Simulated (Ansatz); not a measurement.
# Zn (Im-3m) in Ansatz: settings compared

Aim: see how the results for Zn move with the level of theory and the settings. Levels: LDA, PBEsol, PBEsol+D3(BJ), RPBE. Tasks: single point.

Everything below comes from runs of Ansatz 0.2.0. Logs are shortened: lines on timing, memory, paths and dates and some standing lists are left out, and cuts for length are marked.

### Step 1. Starting point

Symmetry: Im-3m, No. 229, cubic system. Conventional cell: a = 3.138 Å, b = 3.138 Å, c = 3.138 Å, α = 90.00°, β = 90.00°, γ = 90.00°. Zn (site symmetry m-3m) is surrounded by 8 Zn at 2.72 Å.

This isn't the form of Zn at room conditions, which is hcp.

### Step 2. Single point, LDA

File input.yaml:

```yaml
crystal:
  lattice:
    - [-1.569037, 1.569037, 1.569037]
    - [1.569037, -1.569037, 1.569037]
    - [1.569037, 1.569037, -1.569037]
  atoms:
    - { symbol: Zn, position: [0.0, 0.0, 0.0] }
kpoints:
  mp_grid: { grid: [12, 12, 12] }
scf:
  occupations: { method: gaussian, width: 0.02 }
hamiltonian:
  xc: lda
  pseudopotentials: { kind: all_electron, lapw: { basis_error: 0.001 } }
output:
  forces: true
  stress: true
  eigenvalues: true
```

Potentials or basis: all-electron LAPW, scalar-relativistic.

The run is started by

```console
> ansatz run input.yaml --threads 1 --pin off --max-ram 3072MiB --backend cpu --events-out ev --progress --plain --runs-dir out
```

The log of the run:

```text
Warning: RAYON_NUM_THREADS=1 ignored (pool sized by the plan → 1); use --threads N
LAPW: plane waves up to 8.153 Å⁻¹, error target 1.0e-3 eV per atom; small_component_spin mean_spin; Zn in spheres of 1.359 Å, 20 of its electrons in bands, Dirac shells [] (how accurate: hamiltonian.pseudopotentials.lapw.basis_error, Limitations)
Engine: ansatz 0.2.0, x86_64-unknown-linux-gnu
Pseudopotentials: kind: all_electron
Pseudopotential: Zn, LAPW, valence charge 20, lapw/all_electron/scalar/gaussian/Zn, Koelling and Harmon's equation, gaussian nucleus
Functional definition: SPW92
  exchange = slater_x
  correlation = pw_c
Crystal: 1 atoms, lattice volume = 15.451 Å³
Basis set: ecut = 253.24238803196968 eV, 141 PW (Γ), exchange–correlation at level 2
Bands: 14, of which v1, the nominal top of the filled ones, is band 10 counted from 1 (9 counted from 0)
Symmetry: 48 space group operations
Space group: Im-3m (ITA 229), of the structure as read, at distance tolerance 2.5e-5 Å
k-points: 72 of 1728
Non-local potential: Zn, projectors of the file, none
Initial density: superposition of atomic densities (chi_scale 0.1, normalization cell)
Initial wavefunctions: plane waves of lowest kinetic energy (no species holds an atomic orbital)
Functional: x = slater, c = lda
iter 1 solved again at ethr=1.30e-4 eV; its pass at ethr=1.00e-1 eV (dr2=2.60e-2 eV) is discarded
SCF iter   1: F=—  HF=-48800.320636 eV  |F-HF|=—  |Δ(HF+E_count)|=         —  Δρ=1.65e-2  dr2=2.61e-2  ethr=1.30e-4  ⟨swp⟩=3.3  Hψ=7104  notcnv=0
preconditioner: auto → none  [insulator: Δε(μ)=0.078 eV  Ē_g=16.455 eV  σ=0.020 eV  W_gap=0.65  n_scr=12 (ndim 8)  ℏωp=32.7 eV  f_vac=0.000  D(μ)=1.46/eV (n_scr^D=18)  ε∞_Penn≈5.0]
iter 2 solved again at ethr=2.74e-6 eV; its pass at ethr=1.30e-4 eV (dr2=5.48e-4 eV) is discarded
SCF iter   2: F=—  HF=-48800.266955 eV  |F-HF|=—  |Δ(HF+E_count)|=   5.37e-2  Δρ=2.46e-3  dr2=5.49e-4  ethr=2.74e-6  ⟨swp⟩=2.0  Hψ=5263  notcnv=0
SCF iter   3: F=—  HF=-48800.203602 eV  |F-HF|=—  |Δ(HF+E_count)|=   6.34e-2  Δρ=4.67e-3  dr2=2.05e-3  ethr=2.74e-6  ⟨swp⟩=3.0  Hψ=3546  notcnv=0
SCF iter   4: F=—  HF=-48800.200214 eV  |F-HF|=—  |Δ(HF+E_count)|=   3.39e-3  Δρ=6.67e-4  dr2=3.90e-5  ethr=2.74e-6  ⟨swp⟩=2.0  Hψ=2931  notcnv=0
SCF iter   5: F=—  HF=-48800.200185 eV  |F-HF|=—  |Δ(HF+E_count)|=   2.96e-5  Δρ=2.17e-5  dr2=4.11e-8  ethr=1.95e-7  ⟨swp⟩=2.0  Hψ=2832  notcnv=0
SCF iter   6: F=-48800.200182 eV  HF=-48800.200182 eV  |F-HF|=6.70e-8  |Δ(HF+E_count)|=   2.25e-6  Δρ=2.52e-6  dr2=4.79e-10  ethr=2.05e-10  ⟨swp⟩=3.0  Hψ=3237  notcnv=0
SCF 1 converged in 6 iterations: F = -48800.200182 eV  dr2 = 4.79e-10
SCF converged after 6 iterations
Free energy (F): -48800.200182 eV
Harris-Foulkes:  -48800.200182 eV  (|F-HF|=6.70e-8)
Internal energy: -48800.199884 eV  (E = F + TS)
E sigma→0 (E₀):  -48800.200033 eV
Entropy (-TS):   -0.000298 eV (-0.298 meV/atom)
Fermi energy:    13.193867 eV
--- Per-component energies (eV) ---
  E_band       = -551.724955
  E_kinetic    = 49676.185327
  E_xc         = -1875.790739
  E_electrostatic = -96600.594472  (all electrons and nuclei)
  E_smearing   = -0.000298  (= −TS)
  E_closure    = 0.000000  (closes the sum)
  E_atoms      = -48798.484913  (free atoms, spherical and without spin; not in F)
  Σ components = -48800.200182   (vs F -48800.200182, Δ=0.00e0)
  Basis errors (estimates in eV, not in F): energy 2.4e-4 per atom: plane waves 2.4e-4 (1.2e-4 summed), levels above the bands 0.0e0, relativity 8.0e-10, radial functions 5.6e-6, core shells 2.5e-12; eigenvalues (radial functions only) 1.2e-3; not estimated: angular momenta, meshes, grids; target (lapw.basis_error) 1.0e-3; muffin-tin radii Zn 1.359 Å
--- Forces (eV/Å), atoms counted from 1 ---
  atom   1  Zn    -0.00000000     0.00000000     0.00000000
  max |Σ_I F_I| component: 2.75e-31 eV/Å
--- Stress (GPa, compression-positive) ---
       -8.299310       0.000000       0.000000
        0.000000      -8.299310       0.000000
        0.000000       0.000000      -8.299310
  P = ⅓ Tr σ = -8.2993 GPa (-82.993 kbar)
--- Band table (eV; the first three rows and the last of 72) ---
  k-point 0: bands = ["-112.4135", "-67.0246", "-67.0246", "-67.0246", "2.9491", "5.5081", "5.5081", "5.5081", "6.0141", "6.0141", "31.9898", "31.9898", "31.9898", "33.8199"]
  k-point 1: bands = ["-112.4133", "-67.0260", "-67.0251", "-67.0245", "3.1674", "5.4878", "5.5134", "5.5595", "5.9953", "6.0153", "29.3338", "30.6166", "31.1315", "32.4881"]
  k-point 2: bands = ["-112.4129", "-67.0300", "-67.0267", "-67.0245", "3.7935", "5.4326", "5.5437", "5.7029", "5.9592", "6.0192", "25.2099", "28.6190", "29.4495", "31.0279"]
  k-point 71: bands = ["-112.4095", "-67.0419", "-67.0419", "-67.0419", "4.9691", "4.9691", "6.2664", "6.2664", "6.2664", "17.4048", "17.4048", "17.4048", "20.5117", "21.9430"]
```

Run time: 4.8 s. Hardware: 1 thread of Intel Xeon at 2.70GHz, shared host; peak memory 0.27 GiB.

What came out:

* Free energy: -48800.2002 eV
* Pressure: -8.3 GPa
* Band gap on the k mesh: none (metal or under the smearing width)

### Step 3. Single point, PBEsol

input.yaml, as its differences from that of step 2:

```diff
@@ -10,5 +10,5 @@
 scf:
-  occupations: { method: gaussian, width: 0.02 }
+  occupations: { method: gaussian, width: 0.05 }
 hamiltonian:
-  xc: lda
+  xc: pbesol
   pseudopotentials: { kind: all_electron, lapw: { basis_error: 0.001 } }
```

Potentials or basis: all-electron LAPW, scalar-relativistic.

The run is started by

```console
> ansatz run input.yaml --threads 1 --pin off --max-ram 3072MiB --backend cpu --events-out ev --progress --plain --runs-dir out
```

It took 4.6 s on 1 thread of Intel Xeon at 2.70GHz, shared host; peak memory 0.27 GiB.

Results (log left out):

| Quantity | Value |
| --- | --- |
| Free energy | -48834.7929 eV |
| Pressure | -5.1 GPa |
| Band gap on the k mesh | none (metal or under the smearing width) |

Levels at points of the mesh, in eV from the Fermi level:
| k point | band 7 | band 8 | band 9 | band 10 | band 11 | band 12 | band 13 | band 14 |
| --- | --- | --- | --- | --- | --- | --- | --- | --- |
| (0.00, 0.00, 0.00) | -7.64 | -7.64 | -7.14 | -7.14 | 18.96 | 18.96 | 18.96 | 20.44 |
| (0.00, 0.00, -0.50) | -7.17 | -7.11 | -6.81 | -2.61 | -0.94 | 11.25 | 12.60 | 15.19 |
| (-0.50, -0.50, -0.50) | -6.89 | -6.89 | -6.89 | 4.19 | 4.19 | 4.19 | 7.48 | 8.57 |

### Step 4. Single point, PBEsol+D3(BJ)

input.yaml, as its differences from that of step 3:

```diff
@@ -10,5 +10,6 @@
 scf:
-  occupations: { method: gaussian, width: 0.05 }
+  occupations: { method: methfessel_paxton, width: 0.2 }
 hamiltonian:
   xc: pbesol
+  dispersion: d3bj
   pseudopotentials: { kind: all_electron, lapw: { basis_error: 0.001 } }
```

The run is started by

```console
> ansatz run input.yaml --threads 1 --pin off --max-ram 3072MiB --backend cpu --events-out ev --progress --plain --runs-dir out
```

It took 5.6 s on 1 thread of Intel Xeon at 2.70GHz, shared host; peak memory 0.27 GiB.

Results (log left out):

```yaml
Free_energy: -48835.1467 eV
Pressure: -9.0 GPa
Band_gap_on_the_k_mesh: none (metal or under the smearing width)
```

Levels at points of the mesh, in eV from the Fermi level:
```csv
k point,band 6,band 7,band 8,band 9,band 10,band 11,band 12,band 13,band 14
"(0.00, 0.00, 0.00)",-7.66,-7.66,-7.66,-7.16,-7.16,18.94,18.94,18.94,20.42
"(0.00, 0.00, -0.50)",-7.97,-7.19,-7.13,-6.83,-2.62,-0.96,11.23,12.59,15.17
"(-0.50, -0.50, -0.50)",-8.22,-6.91,-6.91,-6.91,4.17,4.17,4.17,7.46,8.55
```

Caveat: pairwise dispersion overbinds metals, which lowers pressure and volume.

### Step 5. Single point, RPBE

input.yaml, as its differences from that of step 4:

```diff
@@ -10,6 +10,5 @@
 scf:
-  occupations: { method: methfessel_paxton, width: 0.2 }
+  occupations: { method: gaussian, width: 0.1 }
 hamiltonian:
-  xc: pbesol
-  dispersion: d3bj
+  xc: rpbe
   pseudopotentials: { kind: all_electron, lapw: { basis_error: 0.001 } }
```

Potentials or basis: all-electron LAPW, scalar-relativistic.

The run is started by

```console
> ansatz run input.yaml --threads 1 --pin off --max-ram 3072MiB --backend cpu --events-out ev --progress --plain --runs-dir out
```

The log of the run:

```text
Warning: RAYON_NUM_THREADS=1 ignored (pool sized by the plan → 1); use --threads N
LAPW: plane waves up to 8.143 Å⁻¹, error target 1.0e-3 eV per atom; small_component_spin mean_spin; Zn in spheres of 1.359 Å, 20 of its electrons in bands, Dirac shells [] (how accurate: hamiltonian.pseudopotentials.lapw.basis_error, Limitations)
Engine: ansatz 0.2.0, x86_64-unknown-linux-gnu
Pseudopotentials: kind: all_electron
Pseudopotential: Zn, LAPW, valence charge 20, lapw/all_electron/scalar/gaussian/Zn, Koelling and Harmon's equation, gaussian nucleus
Functional definition: RPBE
  parameter kappa = 0.804
  parameter beta = 0.06672455060314922
  exchange = rpbe_x(kappa = kappa, mu = beta*pi^2/3)
  correlation = pbe_c(beta = beta)
Crystal: 1 atoms, lattice volume = 15.451 Å³
[... 25 lines left out ...]
Fermi energy:    13.815123 eV
--- Per-component energies (eV) ---
  E_band       = -545.118864
  E_kinetic    = 49778.704361
  E_xc         = -1955.794944
  E_electrostatic = -96701.253882  (all electrons and nuclei)
  E_smearing   = -0.002804  (= −TS)
  E_closure    = 0.000000  (closes the sum)
  E_atoms      = -48877.698023  (free atoms, spherical and without spin; not in F)
  Σ components = -48878.347269   (vs F -48878.347269, Δ=0.00e0)
  Basis errors (estimates in eV, not in F): energy 2.4e-4 per atom: plane waves 2.3e-4 (1.2e-4 summed), levels above the bands 0.0e0, relativity 7.2e-9, radial functions 5.2e-6, core shells 3.3e-13; eigenvalues (radial functions only) 1.2e-3; not estimated: angular momenta, meshes, grids; target (lapw.basis_error) 1.0e-3; muffin-tin radii Zn 1.359 Å
--- Forces (eV/Å), atoms counted from 1 ---
  atom   1  Zn    -0.00000000     0.00000000    -0.00000000
  max |Σ_I F_I| component: 1.44e-31 eV/Å
--- Stress (GPa, compression-positive) ---
        2.549937       0.000000      -0.000000
        0.000000       2.549937      -0.000000
       -0.000000      -0.000000       2.549937
  P = ⅓ Tr σ = 2.5499 GPa (25.499 kbar)
--- Band table (eV; the first three rows and the last of 72) ---
  k-point 0: bands = ["-112.8768", "-66.9424", "-66.9424", "-66.9424", "3.5039", "6.1080", "6.1080", "6.1080", "6.6036", "6.6036", "32.8958", "32.8958", "32.8958", "34.1562"]
  k-point 1: bands = ["-112.8766", "-66.9438", "-66.9429", "-66.9424", "3.7224", "6.0877", "6.1129", "6.1587", "6.5849", "6.6048", "29.9965", "31.4298", "31.8721", "32.8904"]
  k-point 2: bands = ["-112.8763", "-66.9476", "-66.9444", "-66.9423", "4.3497", "6.0324", "6.1409", "6.3004", "6.5492", "6.6089", "25.8156", "29.3915", "30.0740", "31.4413"]
  k-point 71: bands = ["-112.8730", "-66.9591", "-66.9591", "-66.9591", "5.5559", "5.5559", "6.8563", "6.8563", "6.8563", "18.0166", "18.0166", "18.0166", "21.3932", "22.2680"]
```

It took 4 s on 1 thread of Intel Xeon at 2.70GHz, shared host; peak memory 0.27 GiB.

What came out:

```yaml
Free_energy: -48878.3473 eV
Pressure: 2.5 GPa
Band_gap_on_the_k_mesh: none (metal or under the smearing width)
```

### Step 6. The runs side by side

| level | smearing | gap on the mesh (eV) | pressure (GPa) |
| --- | --- | --- | --- |
| LDA | gaussian 0.02 eV | none | -8.3 |
| PBEsol | gaussian 0.05 eV | none | -5.1 |
| PBEsol+D3(BJ) | methfessel-paxton 0.2 eV | none | -9.0 |
| RPBE | gaussian 0.1 eV | none | 2.5 |

Alike in all rows: task single point; potentials or basis all-electron LAPW, scalar-relativistic; no spin polarisation; cell as given; k mesh 12 × 12 × 12; cutoff (eV) 253; basis error allowed 0.001 eV/atom.

Every run on the cell as given and a fine mesh finds a metal. The pressure there spans -9.0 GPa (PBEsol+D3(BJ)) to 2.5 GPa (RPBE); a positive pressure means that this level wants a larger cell, a negative one a smaller.

Caveats: pairwise dispersion overbinds metals, which lowers pressure and volume (some runs).

Compare energies only between runs with the same functional and basis.
